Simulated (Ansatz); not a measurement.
Comparing deformations in ScAl$_{3}$

Method: Ansatz 0.2.0, DFT PBEsol, scalar-relativistic, plane waves, PAW. Settings: plane waves to 420 eV, k-mesh 12×12×12 (Γ-centred), Gaussian smearing 0.15 eV. No spin polarisation. Energies are free energies at this smearing, counted from the undisturbed cell; pressure is positive in compression.

Zero of the scan (relaxed at this level; it needn't be the usual structure):

```
Sc Al
1.0
     4.07130    0.00000    0.00000
     0.00000    4.07130    0.00000
     0.00000    0.00000    4.07130
Sc Al
1 3
Direct
  0.00000 0.00000 0.00000
  0.50000 0.00000 0.50000
  0.00000 0.50000 0.50000
  0.50000 0.50000 0.00000
```

The cell is strained by ε times a Voigt pattern (xx, yy, zz, yz, xz, xy; engineering shear) with fractional coordinates fixed. τ = (1/V0) dE/dε comes from the stress tensor. Of each scan, only the three points used here are listed.

| pattern | ε | τ (GPa) |
| --- | --- | --- |
| (1, -1, 0, 0, 0, 0) | -0.0050 | -1.48 |
| (1, -1, 0, 0, 0, 0) | 0.0000 | 0.00 |
| (1, -1, 0, 0, 0, 0) | 0.0050 | 1.48 |
| (0, 0, 0, 1, 0, 0) | -0.0125 | -0.96 |
| (0, 0, 0, 1, 0, 0) | 0.0000 | 0.00 |
| (0, 0, 0, 1, 0, 0) | 0.0125 | 0.96 |

Question: Which constants do the scans give, and which deformation costs least for the same size of strain tensor?

Answer: The slope dτ/dε at zero (parabola through three points) is pᵀCp: (1, -1, 0, 0, 0, 0) gives 2(C11 − C12) = 297 GPa; (0, 0, 0, 1, 0, 0) gives C44 = 77 GPa. The size of the strain tensor, ε:ε, is ε² times 2.0, 0.5. Per unit of it the stiffnesses are 148, 153 GPa, so (1, -1, 0, 0, 0, 0) is the softest of these: at ε:ε = (1 %)² the quadratic term costs 0.78 meV/atom against 0.81 for the stiffest.

Question: How anisotropic is this cubic crystal?

Answer: Zener's ratio 2 C44/(C11 − C12) = 1.03; it is 1 for an isotropic solid.

In a metal these slopes depend on the k mesh and the smearing.